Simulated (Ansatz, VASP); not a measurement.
**Two plane-wave programs on SnH7**

```
Sn H
1.0
     0.00000    2.94974    2.94974
     2.94974    0.00000    2.94974
     2.94974    2.94974    0.00000
Sn H
1 7
Cartesian
  0.0000 0.0000 0.0000
  2.9497 2.9497 2.9497
  0.0000 1.4749 1.4749
  1.4749 2.9497 1.4749
  2.9497 1.4749 1.4749
  1.4749 0.0000 1.4749
  1.4749 1.4749 2.9497
  1.4749 1.4749 0.0000
```

Change from the starting cell: species swapped into the CuPt7 type (Fm-3m, No. 225).

Alike in both runs: functional PBE; k mesh 4 × 4 × 4; occupations gaussian, width 0.1 eV; no spin polarisation.

Ansatz relaxed the structure, and its values are those at the end. VASP's run is a single point on that final structure, the one shown.

|  | VASP | Ansatz |
| --- | --- | --- |
| version | VASP 6.6.1 | Ansatz 0.2.0 |
| potentials or method | VASP PAW PBE potentials, release 64 (Sn_d, H) | scalar-relativistic, plane waves, PAW |
| plane-wave cutoff (eV) | 520 | 420 |
| valence electrons in the cell | 21 | 21 |

Ansatz gave:

```
gap on the k mesh at the Fermi level (eV) : none
pressure (GPa)                            : 0.2
```

Problem. Estimate VASP's values.

Solution. gap on the k mesh at the Fermi level (eV): none; pressure (GPa): 0.0.

A gap of «none» marks a metal or a gap that the smearing closes.

Caveats: the k mesh is coarse (spacing up to 0.46 Å⁻¹), so the values aren't converged.
